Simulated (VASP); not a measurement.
# Co: convergence, energy at fixed spin moment

Co, P-3m1 (no. 164), 2 atoms in the cell. PBE, fixed spin moment; PAW potentials Co (PBE set). VASP 6.6.1.

Wanted: energies at fixed moments within 2 meV/atom; moment left free within 0.06 muB per cell.

POSCAR:
```
Co
1.0
    2.4873648738      0.0000000000      0.0000000000
   -1.2436824369      2.1541211692      0.0000000000
    0.0000000000      0.0000000000      4.0632895034
Co
2
Direct
    0.3333333333      0.6666666667      0.7401390000
    0.6666666667      0.3333333333      0.2598610000
```

The series start from Electronic algorithm: Normal; Cutoff (eV): 400; Smearing: MP 0.1; k-point spacing (1/Å): 0.24. Each series keeps the choices made before it, and each single choice may use up half of a tolerance. Times cover all steps of a run.

## Electronic algorithm

| Electronic algorithm | Energies at fixed moments, largest deviation (meV/atom) | Moment left free (muB per cell) | Time (s) |
|---|---|---|---|
| Normal | 0.0 | 3.236 | 125 |
| Fast | 0.0 | 3.236 | 128 |

Chosen: Normal; no other choice that stays within half of the tolerance saves 30 % of the time.

## Cutoff (eV)

| Cutoff (eV) | Energies at fixed moments, largest deviation (meV/atom) | Moment left free (muB per cell) | Time (s) |
|---|---|---|---|
| 300 | 1.8 | 3.236 | 123 |
| 350 | 2.4 | 3.236 | 127 |
| 400 | 0.8 | 3.236 | 125 |
| 450 | 0.1 | 3.235 | 183 |
| 520 | 0.1 | 3.235 | 191 |
| 600 (reference) | 0.0 | 3.235 | 202 |

Chosen: 400, the loosest value from which every tighter one stays within half of the tolerance.

## Smearing

| Smearing | Energies at fixed moments, largest deviation (meV/atom) | Moment left free (muB per cell) | Time (s) |
|---|---|---|---|
| MP 0.2 | 1.9 | 3.224 | 143 |
| MP 0.1 | 1.5 | 3.236 | 125 |
| MP 0.05 | 1.4 | 3.248 | 152 |
| tetrahedron (reference) | 0.0 | 3.189 | 157 |

Chosen: tetrahedron; the one before it in the list is off by more than half of the tolerance.

## k-point spacing (1/Å)

| k-point spacing (1/Å) | Energies at fixed moments, largest deviation (meV/atom) | Moment left free (muB per cell) | Time (s) |
|---|---|---|---|
| 0.4 | 4.0 | 3.115 | 70 |
| 0.3 | 3.7 | 3.171 | 109 |
| 0.24 | 1.4 | 3.189 | 157 |
| 0.19 | 0.8 | 3.205 | 284 |
| 0.15 | 0.4 | 3.212 | 430 |
| 0.12 (reference) | 0.0 | 3.218 | 729 |

Chosen: 0.19.

## All choices together

| Input | Energies at fixed moments, largest deviation (meV/atom) | Moment left free (muB per cell) | Time (s) |
|---|---|---|---|
| default cutoff, precision and threshold on a coarse mesh (naive) | 29.4 | 3.277 | 14 |
| chosen settings | 0.7 | 3.205 | 284 |
| reference settings throughout | 0.0 | 3.218 | 1071 |

The tolerance is met.

Values of the reference run: Energies at fixed moments: 0, -34.74, -125.9, -241, -53.15, 662.7 meV/atom, against the smallest moment.

## The input

INCAR.step1:
```
ALGO     = Normal         # electronic algorithm
EDIFF    = 1E-7           # SCF threshold, eV
ENCUT    = 400            # plane-wave cutoff, eV
GGA      = PE             # functional
ISIF     = 2              # what is computed and relaxed
ISMEAR   = -5             # smearing method
ISPIN    = 2              # spin polarisation
LASPH    = True           # aspherical terms in the spheres
LCHARG   = False          # write CHGCAR
LMAXMIX  = 4              # l up to which the mixer works
LORBIT   = 11             # projections on sites
LREAL    = False          # projectors in reciprocal space
LWAVE    = False          # write WAVECAR
MAGMOM   = 0 0            # initial moments
NELM     = 200            # most SCF steps
NUPDOWN  = 0.0            # fixed moment
PREC     = Accurate       # precision mode
SIGMA    = 0.05           # smearing width, eV
```

INCAR.step2, as INCAR.step1 but for:
```
- MAGMOM = 0 0
- NUPDOWN = 0.0
+ MAGMOM = 0.52 0.52
+ NUPDOWN = 1.04
```

INCAR.step3 to INCAR.step6 change the same tags again: MAGMOM = 1.04 1.04, 1.56 1.56, 2.08 2.08, 2.6 2.6; NUPDOWN = 2.08, 3.12, 4.16, 5.2.

INCAR.step7, as INCAR.step6 but for:
```
- NUPDOWN = 5.2
```

KPOINTS:
```
Automatic mesh
0
Gamma
  16 16 9
  0 0 0
```

Commands (each step's output is kept before the next begins):
```
cat potpaw_PBE.64/Co/POTCAR > POTCAR
cp INCAR.step1 INCAR
mpirun -np 4 vasp_std > vasp.out
rm WAVECAR CHG
cp INCAR.step2 INCAR
mpirun -np 4 vasp_std > vasp.out
rm WAVECAR CHG
cp INCAR.step3 INCAR
mpirun -np 4 vasp_std > vasp.out
rm WAVECAR CHG
cp INCAR.step4 INCAR
mpirun -np 4 vasp_std > vasp.out
rm WAVECAR CHG
cp INCAR.step5 INCAR
mpirun -np 4 vasp_std > vasp.out
rm WAVECAR CHG
cp INCAR.step6 INCAR
mpirun -np 4 vasp_std > vasp.out
rm WAVECAR CHG
cp INCAR.step7 INCAR
mpirun -np 4 vasp_std > vasp.out
```

The chosen input took VASP 6.6.1 284 s on 4 cores (Intel Xeon Platinum 8259CL @ 2.50GHz (Skylake/Cascade Lake)), a shared host.

## An input that fails: moment fixed beyond the electrons at hand

It ran out of time.

Changes against the starting input:
```
(step 2)
- NELM = 200
- NUPDOWN = 1.04
+ NELM = 50
+ NUPDOWN = 40
```
